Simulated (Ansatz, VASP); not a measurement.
## Si in VASP and in Ansatz

File INCAR:

```
SYSTEM = Si
PREC = Accurate ; ENCUT = 600
EDIFF = 1E-6 ; ISMEAR = 0
SIGMA = 0.02 ; LREAL = .False.
LASPH = .True. ; NELM = 100
ALGO = Fast ; ISIF = 3
LWAVE = .False. ; LCHARG = .False.
IBRION = 2 ; NSW = 80
EDIFFG = -0.01
```

KPOINTS

```
regular mesh
0
Gamma
  14 14 14
  0 0 0
```

POSCAR

```
Si
1.0
    0.0000000000      2.7135600000      2.7135600000
    2.7135600000      0.0000000000      2.7135600000
    2.7135600000      2.7135600000      0.0000000000
Si
2
Direct
    0.7500000000      0.7500000000      0.7500000000
    0.5000000000      0.5000000000      0.5000000000
```

Input for Ansatz:

```yaml
crystal:
  lattice:
    - [0.0, 2.71356, 2.71356]
    - [2.71356, 0.0, 2.71356]
    - [2.71356, 2.71356, 0.0]
  atoms:
    - { symbol: Si, position: [0.75, 0.75, 0.75] }
    - { symbol: Si, position: [0.5, 0.5, 0.5] }
scf:
  occupations: { method: gaussian, width: 0.02 }
output:
  forces: true
  stress: true
  eigenvalues: true
  efg: {}
  write_density: true
  write_potential: true
  elf: true
  volumetric_format: npy
kpoints:
  mp_grid: { grid: [14, 14, 14] }
hamiltonian:
  xc: lda
relax:
  f_tol: 0.01
  adjacent_minimum: "off"
  cell: { stress_tol: 0.05 }
```

Alike in both runs: task relaxation of cell and atoms; functional LDA; k mesh 14 × 14 × 14; occupations gaussian, width 0.02 eV; no spin polarisation.

|  | VASP | Ansatz |
| --- | --- | --- |
| version | VASP 6.6.1 | Ansatz 0.2.0 |
| potentials or method | VASP PAW LDA potentials, release 64 (Si) | scalar-relativistic, plane waves, PAW |
| plane-wave cutoff (eV) | 600 | 420 |
| valence electrons in the cell | 8 | 8 |

```tsv
	VASP	Ansatz	Ansatz less VASP
gap on the k mesh at the Fermi level, each at its own relaxed structure (eV)	0.44	0.44	+0.001
relaxed volume (Å³/atom)	19.72	19.70	-0.011
relaxed cell length with the largest relative difference (Å)	3.820	3.820	-0.0007
energy change over the relaxation (meV/atom)	-1	-1	-0.1
```

A k mesh can miss the band edges. Zero-point motion and thermal expansion aren't in these numbers. LDA usually gives volumes a few per cent too small.
